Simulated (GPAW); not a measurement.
MnS:

```
Mn S
1.0
     0.00000    2.60450    2.60450
     2.60450    0.00000    2.60450
     2.60450    2.60450    0.00000
Mn S
1 1
Direct
  0.00000 0.00000 0.00000
  0.50000 0.50000 0.50000
```

```yaml
Program: GPAW 26.7.0
Task: relaxation of cell and atoms
Functional: PBEsol
Potentials_or_basis: PAW data sets generated in the run's folder for this functional
Cutoff: 600 eV
Basis: pw
k_mesh: 8 × 8 × 8
Occupations: fermi-dirac, width 0.05 eV
Spin: collinear spin, ferromagnetic start
Starting_moments: "[4.0, 0.0] μB"
```

At the start: pressure -7.2 GPa; volume 17.67 Å³/atom.

Task: How do energy, volume and symmetry change on relaxing?

Result: Over 6 steps the energy falls by 60.6 meV/atom and the volume is 15.02 Å³/atom (-15.0 %); space group Fm-3m (No. 225, to 0.05 Å); moment 4.02 μB per cell.

The path:
```
step  energy change (eV)  largest force (eV/Å)  pressure (GPa)  volume (Å³)
   1              0.0000                0.0000           -7.23        35.33
   2             -0.0246                0.0000           -6.28        34.74
   3             -0.1045                0.0000           -2.75        31.45
   4             -0.1171                0.0000            2.06        29.46
   5             -0.1204                0.0000           -0.79        30.27
   6             -0.1211                0.0000           -0.05        30.04
```

Final structure:
```xyz
2
Lattice="0.0000 2.4673 2.4673 2.4673 0.0000 2.4673 2.4673 2.4673 0.0000" Properties=species:S:1:pos:R:3 pbc="T T T"
Mn    0.0000    0.0000    0.0000
S     2.4673    2.4673    2.4673
```

Caveat: each step starts from the last one's moments, so a moment once lost doesn't come back; later steps reuse the first step's grids; a cell with one magnetic atom can't hold antiferromagnetic order, which such compounds often take.
